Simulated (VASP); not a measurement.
Input of a VASP 6.6.1 run:

Contents of INCAR:

```
  PREC = Accurate
  ENCUT = 520
  EDIFF = 1E-6
  ISMEAR = 0
  SIGMA = 0.02
  LREAL = F
  LASPH = T
  NELM = 60
  ALGO = Fast
  ISIF = 2
  LWAVE = F
  LCHARG = F
  LORBIT = 10
```

KPOINTS

```
regular mesh
0
Gamma
  10 10 10
```

The input POSCAR:

```
As
1.0
    2.7036817444      0.0000000000      0.0000000000
    0.0000000000      2.7036817444      0.0000000000
    0.0000000000      0.0000000000      2.7036817444
As
1
Direct
    0.5000000000      0.5000000000      0.5000000000
```

Potentials or basis: VASP PAW LDA potentials, release 64 (As).

Run with:

```sh
$ cat potpaw_LDA.64/As/POTCAR > POTCAR
$ mpirun -np 1 vasp_std > vasp.out
```

Task: Estimate the pressure.

Result: -2.8 GPa.

Task: Predict the band gap on the k mesh.

Result: None (metal or under the smearing width).
